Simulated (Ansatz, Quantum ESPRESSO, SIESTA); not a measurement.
**TiAl: 3 runs at one level of theory**

```
Ti Al
1.0
     3.17906    0.00000    0.00000
     0.00000    3.17906    0.00000
     0.00000    0.00000    3.17906
Ti Al
1 1
Direct
  0.00000 0.00000 0.00000
  0.50000 0.50000 0.50000
```

The cell comes from a database or a generator and needn't be the stable form of this composition.

Alike in all runs: task equation of state; functional PBEsol; k mesh 8 × 8 × 8; occupations fermi-dirac, width 0.05 eV; no spin polarisation; no spin-orbit coupling.

```csv
program and potentials,plane-wave cutoff (eV),notes,equilibrium volume (Å³/atom),bulk modulus (GPa)
"Quantum ESPRESSO, GBRV 1.5 PBEsol",612,-,15.72,118.5
"Ansatz, all-electron LAPW, scalar-relativistic",-,-,15.73,118.2
"SIESTA, files PseudoDojo sr-pbesol-0.4.1-standard, DZP (energy shift 0.003 Ry; two zetas on semicore shells)",-,atomic basis,15.80,122.5
```

The equilibrium volume spans 15.72 (Quantum ESPRESSO, GBRV 1.5 PBEsol) to 15.80 Å³/atom (SIESTA, files PseudoDojo sr-pbesol-0.4.1-standard, DZP (energy shift 0.003 Ry; two zetas on semicore shells)), with all-electron results at 15.73. The bulk modulus spans 118.2 (Ansatz, all-electron LAPW, scalar-relativistic) to 122.5 GPa (SIESTA, files PseudoDojo sr-pbesol-0.4.1-standard, DZP (energy shift 0.003 Ry; two zetas on semicore shells)), with all-electron results at 118.2. Rows in atomic bases carry the error of their basis and grid, which can be large. For a metal such a mesh isn't converged, which the comparison doesn't need.

Differences between rows come from potentials, basis sets and numerical settings, since the functional is the same but for its coding. Runs on potential files found faulty are left out.
